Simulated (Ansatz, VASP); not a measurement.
One calculation of C, two programs

```
C
1.0
     3.40057    0.00000    0.00000
    -1.70028    2.94498    0.00000
     0.00000    0.00000    1.28242
C
1
Direct
  0.00000 0.00000 0.00000
```

Alike in both runs: functional PBEsol; k mesh 9 × 9 × 20; occupations gaussian, width 0.02 eV; no spin polarisation.

Ansatz relaxed the structure, and its values are those at the end. VASP's run is a single point on that final structure, the one shown.

|  | VASP | Ansatz |
| --- | --- | --- |
| version | VASP 6.6.1 | Ansatz 0.2.0 |
| potentials or method | VASP PAW PBE potentials, release 64 (C) | scalar-relativistic, plane waves, PAW |
| plane-wave cutoff (eV) | 520 | 420 |
| valence electrons in the cell | 4 | 4 |

|  | VASP | Ansatz | Ansatz less VASP |
| --- | --- | --- | --- |
| gap on the k mesh at the Fermi level (eV) | none | none | - |
| pressure (GPa) | 0.0 | 0.0 | +0.02 |

A gap of «none» marks a metal or a gap that the smearing closes.

Caveats: the PAW data sets were made with another functional, which shifts forces and pressure a little (VASP).
